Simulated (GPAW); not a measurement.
The system is CsPbCl3.

```
CELL_PARAMETERS angstrom
5.60500 0.00000 0.00000
0.00000 5.60500 0.00000
0.00000 0.00000 5.60500
ATOMIC_POSITIONS crystal
Pb 0.50000 0.50000 0.50000
Cs 0.00000 0.00000 0.00000
Cl 0.50000 0.00000 0.50000
Cl 0.00000 0.50000 0.50000
Cl 0.50000 0.50000 0.00000
```

- Program: GPAW 26.7.0
- Task: single point
- Functional: PBE
- Potentials or basis: GPAW PAW data sets (gpaw-data 1.2.1)
- Cutoff: 600 eV
- Basis: pw
- k mesh: 5 × 5 × 5
- Occupations: fermi-dirac, width 0.05 eV
- Spin: no spin polarisation

On this cell: pressure 1.6 GPa; largest force zero by symmetry; band gap on the k mesh 2.90 eV, direct.

The same run follows on a disturbed copy (atoms moved at random, drawn with an rms of 0.05 Å):

```
Pb Cs Cl
1.0
     5.60500    0.00000    0.00000
     0.00000    5.60500    0.00000
     0.00000    0.00000    5.60500
Pb Cs Cl
1 1 3
Cartesian
  2.7677 2.7951 2.8029
  -0.0388 0.0045 0.0052
  2.7867 0.0181 2.8339
  -0.0175 2.8059 2.8068
  2.8104 2.8212 0.0149
```

Problem. What does the disturbed cell give?

Solution. The energy moves by +0.3 meV/atom; pressure 1.6 GPa; largest force 0.091 eV/Å; band gap on the k mesh 2.88 eV, direct.

Forces on the atoms (eV/Å):
```
Pb   0.047  0.067  0.039
Cs  -0.001 -0.003 -0.002
Cl  -0.003 -0.063 -0.003
Cl  -0.038  0.000 -0.001
Cl  -0.005 -0.002 -0.034
```

Caveats: spin-orbit coupling is left out, which as a rule narrows the gap of such compounds by several tenths of an eV; an odd mesh through Γ misses points on the zone boundary, where band edges often lie.
